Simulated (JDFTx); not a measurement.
FeO (Wuestite) under changes of volume

One of the cells (10.013 Å³/atom); the others are scaled copies at fixed shape and fractional positions:

```
Fe O
1.0
     0.00000    2.15540    2.15540
     2.15540    0.00000    2.15540
     2.15540    2.15540    0.00000
Fe O
1 1
Cartesian
  0.0000 0.0000 0.0000
  2.1554 2.1554 2.1554
```

| Property | Result |
| --- | --- |
| Program | JDFTx 1.7.0 (patched build) |
| Functional | PBEsol |
| Potentials or basis | PseudoDojo-SR-PBEsol-0.4.1-standard with smoothed tails |
| Cutoff | 1225 eV |
| Density cutoff | 9796 eV |
| k mesh | 11 × 11 × 11 |
| Occupations | fermi-dirac, width 0.05 eV |
| Spin | collinear spin, ferromagnetic start |
| Starting moments | [3.0, 0.0] μB |

```csv
volume (Å³/atom),energy over the lowest point (meV/atom),pressure (GPa)
9.413,0.64,2.8
9.613,0.00,-1.7
9.813,4.63,-5.7
10.013,13.95,-9.2
10.214,27.43,-12.4
10.414,?,?
10.614,65.23,-17.7
```

Task: What does the run at 10.414 Å³/atom give?

Result: Energy over the lowest point 44.67 meV/atom; pressure -15.2 GPa.

Worked out: A Birch-Murnaghan fit of order 3 (a polynomial in V^(-2/3)) to the other rows has its minimum at 9.53 Å³/atom with B0 = V·E''(V) = 208 GPa and B' = 4.4. It gives 44.67 meV/atom at 10.414 Å³/atom, against the run's 44.67, and -dE/dV = -15.2 GPa, against -15.2.

Energies are extrapolated to zero smearing.

Caveats: a cell with one magnetic atom can't hold antiferromagnetic order, which such compounds often take.
